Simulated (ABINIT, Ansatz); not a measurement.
## LiH (Fm-3m): G0W0 on several meshes in ABINIT

Aim: the GW shift of LiH (Fm-3m) against the k mesh.

Program: ABINIT 10.8.3. Level of theory: PBE and many-body steps on it, plane waves. Results are calculated unless marked as measured.

The database entry behind the starting cell differs from later determinations by our own check (the deuteride, about 0.2 % short), so it need not match the best structure at ambient conditions.

## 1. The structure

It takes space group Fm-3m (No. 225, cubic). Conventional cell: a = 4.074 Å, b = 4.074 Å, c = 4.074 Å, α = 90.00°, β = 90.00°, γ = 90.00°. Nearest to Li lie 6 H at 2.04 Å. Nearest to H lie 6 Li at 2.04 Å. Farther neighbours are not listed.

The cell and positions come from the Crystallography Open Database and are kept as given unless a step says otherwise.

## 2. Empty states on the mesh, 8×8×8 mesh, 316 bands

This step: ABINIT 10.8.3; DFT, PBE, plane waves, norm-conserving pseudopotentials.

The sums over transitions need many empty states on a uniform mesh; this step solves for them.

Contents of run.abi:

```
acell 3*1.0 Angstrom
rprim 
  -0.000000000000 2.036750000000 2.036750000000
  2.036750000000 -0.000000000000 2.036750000000
  2.036750000000 2.036750000000 -0.000000000000
ntypat 2
znucl 3 1
natom 2
typat 1 2
xred 
  0.000000000000 0.000000000000 0.000000000000
  0.500000000000 0.500000000000 0.500000000000
pp_dirpath "pseudos"
pseudos "Li.upf, H.upf"
ecut 33
ngkpt 8 8 8
nshiftk 1
shiftk 0 0 0
kptopt 1
chksymbreak 0
irdden 1
istwfk *1
nband 316
prtvol 0
optdriver 6
gwr_task "HDIAGO"
paral_kgb 0
occopt 1
indata_prefix "in"
outdata_prefix "out"
tmpdata_prefix "tmp"
```

On the command line:

```console
$ OMP_NUM_THREADS=1 mpirun -n 8 abinit run.abi > log
```

What it wrote:

```text
.Version 10.8.3 of ABINIT. v10.8.2 released Aug 2026.

 Symmetries : space group Fm -3 m (#225); Bravais cF (face-center cubic)
[... echo of the input left out ...]
== DATASET  1 ==================================================================
-   mpi_nproc: 8, omp_nthreads: 1 (-1 if OMP is not activated)

--- !DatasetInfo
iteration_state: {dtset: 1, }
dimensions: {natom: 2, nkpt: 29, mband: 316, nsppol: 1, nspinor: 1, nspden: 1, mpw: 1056, }
cutoff_energies: {ecut:  33.0, pawecutdg:  -1.0, }
[...]
Direct band gap semiconductor
 Fundamental gap:     3.022 (eV)
   VBM:    -0.348 (eV) at k: [ 5.0000E-01,  5.0000E-01,  0.0000E+00]
   CBM:     2.674 (eV) at k: [ 5.0000E-01,  5.0000E-01,  0.0000E+00]
 Direct gap:         3.022 (eV) at k: [ 5.0000E-01,  5.0000E-01,  0.0000E+00]

== END DATASET(S) ==============================================================
================================================================================

 -outvars: echo values of variables after computation  --------
           etotal      0.0000000000E+00
            nband         316
             nkpt          29
          spgroup         225
 [... the other variables as echoed above ...]

 Calculation completed.
```

The job ended after 5.2 s (8 MPI ranks of Intel Xeon Platinum 8488C (Sapphire Rapids), shared host; peak memory 1 GiB).

Numbers from this step:

* gap: 3.022 eV
* k of the valence top: 0.5, 0.5, 0
* k of the conduction bottom: 0.5, 0.5, 0
* least direct gap: 3.022 eV
* k points computed: 29
* lowest point of the top converged band, above the valence top: 385.4766 eV

On this mesh the gap is 3.022 eV.

The density comes from a self-consistent run that is not shown.

## 3. Screening, 8×8×8 mesh, 127 bands, screening to 283 eV

The RPA dielectric matrix is built and inverted for each q.

This step: RPA screening on PBE, plane waves, norm-conserving pseudopotentials.

Edit run.abi of step 2 so:

```diff
@@ -20,10 +20,11 @@
 chksymbreak 0
-irdden 1
 istwfk *1
-nband 316
-prtvol 0
-optdriver 6
-gwr_task "HDIAGO"
-paral_kgb 0
 occopt 1
+irdwfk 1
+optdriver 3
+nband 127
+ecuteps 10.4
+inclvkb 2
+awtr 1
+symchi 1
 indata_prefix "in"
```

What it wrote:

```text
.Version 10.8.3 of ABINIT. v10.8.2 released Aug 2026.

 Symmetries : space group Fm -3 m (#225); Bravais cF (face-center cubic)
[... echo of the input left out ...]
== DATASET  1 ==================================================================
-   mpi_nproc: 8, omp_nthreads: 1 (-1 if OMP is not activated)

--- !DatasetInfo
iteration_state: {dtset: 1, }
dimensions: {natom: 2, nkpt: 29, mband: 127, nsppol: 1, nspinor: 1, nspden: 1, mpw: 1056, }
cutoff_energies: {ecut:  33.0, pawecutdg:  -1.0, }
electrons: {nelect:   4.00000000E+00, charge:   0.00000000E+00, occopt:   1.00000000E+00, tsmear:   1.00000000E-02, }

 SCREENING: Calculation of the susceptibility and dielectric matrices

 Based on a program developped by R.W. Godby, V. Olevano, G. Onida, and L. Reining.
 Incorporated in ABINIT by V. Olevano, G.-M. Rignanese, and M. Torrent.
.Using double precision arithmetic ; gwpc =  8

[... cell and pseudopotentials left out ...]
--------------------------------------------------------------------------------

 ==== K-mesh for the wavefunctions ====
 Number of points in the irreducible wedge :    29
[... list of points left out ...]
 Together with 48 symmetry operations and time-reversal symmetry
 yields   512 points in the full Brillouin Zone.

 ==== Q-mesh for the screening function ====
 Number of points in the irreducible wedge :    29
[... list of points left out ...]
 Together with 48 symmetry operations and time-reversal symmetry
 yields   512 points in the full Brillouin Zone.

 setmesh: FFT mesh size selected  =    24x   24x   24
          total number of points  =        13824

 vcoul_init : cutoff-mode = AUXILIARY_FUNCTION
 q-points for optical limit:   1
     1)      0.000010    0.000020    0.000030

- screening: taking advantage of time-reversal symmetry
- Maximum band index for partially occupied states nbvw = 2
- Remaining bands to be divided among processors   nbcw = 125
- Number of bands treated by each node ~15

 Number of electrons calculated from density =    4.0000; Expected =    4.0000
 average of density, n =  0.035077
 r_s =    1.8951
 omega_plasma =   18.0662 [eV]

 calculating chi0 at frequencies [eV] :
  1    0.000000E+00    0.000000E+00
  2    0.000000E+00    1.806615E+01

--------------------------------------------------------------------------------
  q-point number  1        q = ( 0.000000, 0.000000, 0.000000) [r.l.u.]
--------------------------------------------------------------------------------
[... chi0 elements left out ...]
 For q-point:  0.000010 0.000020 0.000030
  dielectric constant =   4.0092
  dielectric constant without local fields =   4.4047

  Average fulfillment of the sum rule on Im[epsilon] for q-point    1 :     96.38  [%]
[... wings left out ...]
  q-point number  2        q = ( 0.125000, 0.000000, 0.000000) [r.l.u.]
--------------------------------------------------------------------------------
[... chi0 elements left out ...]
  Average fulfillment of the sum rule on Im[epsilon] for q-point    2 :    101.85  [%]

 [... 27 further q-points ...]
```

Run time: 60 s. Hardware: 8 MPI ranks; peak memory 2 GiB; 7.9 min of CPU time.

Numbers from this step:

```
ε∞ with local fields, on this mesh, along the program's q direction : 4.009
the same without local fields                                       : 4.405
plasma frequency                                                    : 18.07 eV
plane waves in the screening matrix                                 : 169
```

Local fields lower ε∞ by 9 %.

## 4. 8×8×8

The self-energy is evaluated for the states that the input lists, and the levels follow from it, in one-shot runs by the linearised quasiparticle equation.

This step: G0W0 on PBE, plane waves, norm-conserving pseudopotentials.

Edit run.abi of step 3 so:

```diff
@@ -23,8 +23,17 @@
 irdwfk 1
-optdriver 3
+optdriver 4
 nband 127
+gwcalctyp 0
+ecutsigx 33
+symsigma 1
+nkptgw 2
+kptgw 
+  0.5000000000 0.5000000000 0.0000000000
+  0.0000000000 0.0000000000 0.0000000000
+bdgw 
+  1 5
+  1 6
 ecuteps 10.4
-inclvkb 2
-awtr 1
-symchi 1
+irdscr 1
+ppmodel 1
 indata_prefix "in"
```

What it wrote:

```text
.Version 10.8.3 of ABINIT. v10.8.2 released Aug 2026.

 Symmetries : space group Fm -3 m (#225); Bravais cF (face-center cubic)
[... echo of the input left out ...]
== DATASET  1 ==================================================================
-   mpi_nproc: 8, omp_nthreads: 1 (-1 if OMP is not activated)

--- !DatasetInfo
iteration_state: {dtset: 1, }
dimensions: {natom: 2, nkpt: 29, mband: 127, nsppol: 1, nspinor: 1, nspden: 1, mpw: 1056, }
cutoff_energies: {ecut:  33.0, pawecutdg:  -1.0, }
electrons: {nelect:   4.00000000E+00, charge:   0.00000000E+00, occopt:   1.00000000E+00, tsmear:   1.00000000E-02, }

 SIGMA: Calculation of the GW corrections

 Based on a program developped by R.W. Godby, V. Olevano, G. Onida, and L. Reining.
 Incorporated in ABINIT by V. Olevano, G.-M. Rignanese, and M. Torrent.
.Using double precision arithmetic ; gwpc =  8

[... cell and pseudopotentials left out ...]
--------------------------------------------------------------------------------

 ==== K-mesh for the wavefunctions ====
 Number of points in the irreducible wedge :    29
[... list of points left out ...]
 Together with 48 symmetry operations and time-reversal symmetry
 yields   512 points in the full Brillouin Zone.

 ==== Q-mesh for screening function ====
 Number of points in the irreducible wedge :    29
[... list of points left out ...]
 Together with 48 symmetry operations and time-reversal symmetry
 yields   512 points in the full Brillouin Zone.

 vcoul_init : cutoff-mode = AUXILIARY_FUNCTION
 q-points for optical limit:   1
     1)      0.000010    0.000020    0.000030
 setmesh: FFT mesh size selected  =    30x   30x   30
          total number of points  =        27000

 Number of electrons calculated from density =    4.0000; Expected =    4.0000
 average of density, n =  0.035077
 r_s =    1.8951
 omega_plasma =   18.0662 [eV]

 === KS Band Gaps ===
  >>>> For spin  1
   Minimum direct gap =   3.0221 [eV], located at k-point      :   0.5000  0.5000  0.0000
   Fundamental gap    =   3.0221 [eV], Top of valence bands at :   0.5000  0.5000  0.0000
                                       Bottom of conduction at :   0.5000  0.5000  0.0000
 SIGMA fundamental parameters:
 PLASMON POLE MODEL  1
 number of plane-waves for SigmaX                 1037
 number of plane-waves for SigmaC and W            169
 number of plane-waves for wavefunctions          1037
 number of bands                                   127
 number of independent spin polarizations            1
 number of spinorial components                      1
 number of k-points in IBZ                          29
 number of q-points in IBZ                          29
 number of symmetry operations                      48
 number of k-points in BZ                          512
 number of q-points in BZ                          512
 number of frequencies for dSigma/dE                 9
 frequency step for dSigma/dE [eV]                0.25
 number of omega for Sigma on real axis              0
 max omega for Sigma on real axis  [eV]           0.00
 zcut for avoiding poles [eV]                     0.10

 EPSILON^-1 parameters (SCR file):
 dimension of the eps^-1 matrix on file            169
 dimension of the eps^-1 matrix used               169
 number of plane-waves for wavefunctions          1037
 number of bands                                   127
 number of q-points in IBZ                          29
 number of frequencies                               2
 number of real frequencies                          1
 number of imag frequencies                          1

 matrix elements of self-energy operator (all in [eV])

 Perturbative Calculation

--- !SelfEnergy_ee
iteration_state: {dtset: 1, }
kpoint     : [   0.500,    0.500,    0.000, ]
spin       : 1
KS_gap     :    3.022
QP_gap     :    4.970
Delta_QP_KS:    1.948
data: !SigmaeeData |
     Band     E0 <VxcDFT>   SigX SigC(E0)      Z dSigC/dE  Sig(E)    E-E0       E
        1 -44.599 -25.708 -39.786   5.439   0.765  -0.306 -32.321  -6.613 -51.211
        2  -0.348 -11.306 -14.553   1.384   0.772  -0.296 -12.744  -1.438  -1.786
        3   2.674  -7.648  -3.711  -3.308   0.812  -0.232  -7.138   0.510   3.184
        4  10.239  -8.235  -2.670  -4.533   0.779  -0.283  -7.431   0.804  11.044
        5  10.239  -8.235  -2.670  -4.533   0.779  -0.283  -7.431   0.804  11.044

--- !SelfEnergy_ee
iteration_state: {dtset: 1, }
kpoint     : [   0.000,    0.000,    0.000, ]
spin       : 1
KS_gap     :   20.729
QP_gap     :   22.882
Delta_QP_KS:    2.152
data: !SigmaeeData |
     Band     E0 <VxcDFT>   SigX SigC(E0)      Z dSigC/dE  Sig(E)    E-E0       E
        1 -44.649 -25.626 -39.725   5.434   0.773  -0.294 -32.325  -6.699 -51.348
        2  -5.602  -9.916 -15.631   3.360   0.714  -0.400 -11.598  -1.681  -7.283
        3  15.128 -11.718  -4.656  -6.345   0.657  -0.523 -11.247   0.471  15.599
        4  17.057  -8.964  -2.438  -5.432   0.715  -0.398  -8.181   0.783  17.839
        5  17.057  -8.964  -2.438  -5.432   0.715  -0.398  -8.181   0.783  17.839
        6  17.057  -8.964  -2.438  -5.432   0.715  -0.398  -8.181   0.783  17.839

== END DATASET(S) ==============================================================
================================================================================

 -outvars: echo values of variables after computation  --------
           etotal      0.0000000000E+00
            nband         127
             nkpt          29
          spgroup         225
 [... the other variables as echoed above ...]

 Calculation completed.
```

Wall time 12 s (8 MPI ranks); peak memory 2 GiB.

This step gave:

```
G0W0 gap on the points computed              : 4.970 eV
starting gap on the mesh                     : 3.022 eV
k of the valence top                         : 0.5, 0.5, 0
k of the conduction bottom                   : 0.5, 0.5, 0
Z at the valence top                         : 0.772
Z at the conduction bottom                   : 0.812
least direct G0W0 gap on the computed points : 4.970 eV
```

The gap on the mesh goes from 3.02 eV to 4.97 eV, a correction of +1.95 eV.

## 5. Empty states on the mesh, 6×6×6 mesh, 135 bands

This step: DFT, PBE, plane waves, norm-conserving pseudopotentials.

Edit run.abi of step 4 so:

```diff
@@ -15,3 +15,3 @@
 ecut 33
-ngkpt 8 8 8
+ngkpt 6 6 6
 nshiftk 1
@@ -20,20 +20,10 @@
 chksymbreak 0
+irdden 1
 istwfk *1
+nband 135
+prtvol 0
+optdriver 6
+gwr_task "HDIAGO"
+paral_kgb 0
 occopt 1
-irdwfk 1
-optdriver 4
-nband 127
-gwcalctyp 0
-ecutsigx 33
-symsigma 1
-nkptgw 2
-kptgw 
-  0.5000000000 0.5000000000 0.0000000000
-  0.0000000000 0.0000000000 0.0000000000
-bdgw 
-  1 5
-  1 6
-ecuteps 10.4
-irdscr 1
-ppmodel 1
 indata_prefix "in"
```

What it wrote:

```text
[banner, memory and clock lines left out]
.Version 10.8.3 of ABINIT. v10.8.2 released Aug 2026.

 Symmetries : space group Fm -3 m (#225); Bravais cF (face-center cubic)
[... echo of the input left out ...]
== DATASET  1 ==================================================================
-   mpi_nproc: 8, omp_nthreads: 1 (-1 if OMP is not activated)

--- !DatasetInfo
iteration_state: {dtset: 1, }
dimensions: {natom: 2, nkpt: 16, mband: 135, nsppol: 1, nspinor: 1, nspden: 1, mpw: 1056, }
cutoff_energies: {ecut:  33.0, pawecutdg:  -1.0, }
[...]
Integrated=    4.0000E+00

 === KS gaps after direct diagonalization ===
 Direct band gap semiconductor
 Fundamental gap:     3.022 (eV)
   VBM:    -0.348 (eV) at k: [ 5.0000E-01,  5.0000E-01,  0.0000E+00]
   CBM:     2.674 (eV) at k: [ 5.0000E-01,  5.0000E-01,  0.0000E+00]
 Direct gap:         3.022 (eV) at k: [ 5.0000E-01,  5.0000E-01,  0.0000E+00]

== END DATASET(S) ==============================================================

 -outvars: echo values of variables after computation  --------
           etotal      0.0000000000E+00
            nband         135
             nkpt          16
          spgroup         225
 [... the other variables as echoed above ...]

 Calculation completed.
```

It took 3.2 s on 8 MPI ranks; peak memory 0.71 GiB.

This step gave:

```yaml
gap: 3.022 eV
k_of_the_valence_top: 0.5, 0.5, 0
k_of_the_conduction_bottom: 0.5, 0.5, 0
least_direct_gap: 3.022 eV
k_points_computed: 16
lowest_point_of_the_top_converged_band_above_the_valence_top: 205.0407 eV
```

On this mesh the gap is 3.022 eV.

## 6. Screening, 6×6×6 mesh, 127 bands, screening to 283 eV

This step: RPA screening on PBE, plane waves, norm-conserving pseudopotentials.

Edit run.abi of step 5 so:

```diff
@@ -20,10 +20,11 @@
 chksymbreak 0
-irdden 1
 istwfk *1
-nband 135
-prtvol 0
-optdriver 6
-gwr_task "HDIAGO"
-paral_kgb 0
 occopt 1
+irdwfk 1
+optdriver 3
+nband 127
+ecuteps 10.4
+inclvkb 2
+awtr 1
+symchi 1
 indata_prefix "in"
```

What it wrote:

```text
.Version 10.8.3 of ABINIT. v10.8.2 released Aug 2026.

 Symmetries : space group Fm -3 m (#225); Bravais cF (face-center cubic)
[... echo of the input left out ...]
== DATASET  1 ==================================================================
-   mpi_nproc: 8, omp_nthreads: 1 (-1 if OMP is not activated)

--- !DatasetInfo
iteration_state: {dtset: 1, }
dimensions: {natom: 2, nkpt: 16, mband: 127, nsppol: 1, nspinor: 1, nspden: 1, mpw: 1056, }
cutoff_energies: {ecut:  33.0, pawecutdg:  -1.0, }
electrons: {nelect:   4.00000000E+00, charge:   0.00000000E+00, occopt:   1.00000000E+00, tsmear:   1.00000000E-02, }

 SCREENING: Calculation of the susceptibility and dielectric matrices

 Based on a program developped by R.W. Godby, V. Olevano, G. Onida, and L. Reining.
 Incorporated in ABINIT by V. Olevano, G.-M. Rignanese, and M. Torrent.
.Using double precision arithmetic ; gwpc =  8

[... cell and pseudopotentials left out ...]
--------------------------------------------------------------------------------

 ==== K-mesh for the wavefunctions ====
 Number of points in the irreducible wedge :    16
[... list of points left out ...]
 Together with 48 symmetry operations and time-reversal symmetry
 yields   216 points in the full Brillouin Zone.

 ==== Q-mesh for the screening function ====
 Number of points in the irreducible wedge :    16
[... list of points left out ...]
 Together with 48 symmetry operations and time-reversal symmetry
 yields   216 points in the full Brillouin Zone.

 setmesh: FFT mesh size selected  =    24x   24x   24
          total number of points  =        13824

 vcoul_init : cutoff-mode = AUXILIARY_FUNCTION
 q-points for optical limit:   1
     1)      0.000010    0.000020    0.000030

- screening: taking advantage of time-reversal symmetry
- Maximum band index for partially occupied states nbvw = 2
- Remaining bands to be divided among processors   nbcw = 125
- Number of bands treated by each node ~15

 Number of electrons calculated from density =    4.0000; Expected =    4.0000
 average of density, n =  0.035077
 r_s =    1.8951
 omega_plasma =   18.0662 [eV]

 calculating chi0 at frequencies [eV] :
  1    0.000000E+00    0.000000E+00
  2    0.000000E+00    1.806615E+01

--------------------------------------------------------------------------------
  q-point number  1        q = ( 0.000000, 0.000000, 0.000000) [r.l.u.]
--------------------------------------------------------------------------------
[... chi0 elements left out ...]
 For q-point:  0.000010 0.000020 0.000030
  dielectric constant =   4.1825
  dielectric constant without local fields =   4.5879

  Average fulfillment of the sum rule on Im[epsilon] for q-point    1 :     96.46  [%]
[... wings left out ...]
  q-point number  2        q = ( 0.166667, 0.000000, 0.000000) [r.l.u.]
--------------------------------------------------------------------------------
[... chi0 elements left out ...]
  Average fulfillment of the sum rule on Im[epsilon] for q-point    2 :    101.65  [%]

 [... 14 further q-points ...]
```

It took 14 s on 8 MPI ranks; peak memory 1.2 GiB; 1.9 min of CPU time.

This step gave:

```
ε∞ with local fields, on this mesh, along the program's q direction : 4.183
the same without local fields                                       : 4.588
plasma frequency                                                    : 18.07 eV
plane waves in the screening matrix                                 : 169
```

[end of part 1 of 2]

[Paths, hosts, dates, memory and timing lines, banners, echoed tables and standing remarks are left out of the program output.]

[Logs are printed without paths, hosts, clocks, repeated set-up lines and the standing remarks that a program may print on its own settings, such as how far it seeks lower states.]

[Runs of the session that timed out or met a known fault of the program may be left out.]

[Hosts, paths, dates, database ids (printed as entryN), source tags and the programs' standing remarks are cut or masked in the printed files.]

[G0W0 gaps are taken among the corrected bands and points alone; a level outside them can change the order at an edge.]

[Where Ansatz stands beside ABINIT at settings called matched, ABINIT's density can come from a denser mesh and the files from another edition; pairs whose starting gaps differed by over 0.03 eV were left out, so agreement reads better than it is.]
